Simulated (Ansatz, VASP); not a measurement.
## Two plane-wave programs on BAs

```
B As
1.0
     0.00000    2.38381    2.38381
     2.38381    0.00000    2.38381
     2.38381    2.38381    0.00000
B As
1 1
Direct
  0.00000 0.00000 0.00000
  0.25000 0.25000 0.25000
```

Alike in both runs: task single point; functional PBEsol; k mesh 8 × 8 × 8; no spin polarisation.

```csv
,VASP,Ansatz
version,VASP 6.6.1,Ansatz 0.2.0
potentials or method,"VASP PAW PBE potentials, release 64 (B, As)","scalar-relativistic, plane waves, PAW"
plane-wave cutoff (eV),520,600
occupations,"gaussian, width 0.01 eV",fixed
valence electrons in the cell,8,18
```

|  | VASP | Ansatz | Ansatz less VASP |
| --- | --- | --- | --- |
| gap on the k mesh at the Fermi level (eV) | 1.09 | 1.10 | +0.009 |
| least direct gap on the mesh (eV) | 3.25 | 3.25 | +0.003 |

The two sets of potentials don't hold the same shells in valence. Ansatz warned: «pseudo_functional_mismatch».

 A k mesh can miss the band edges.
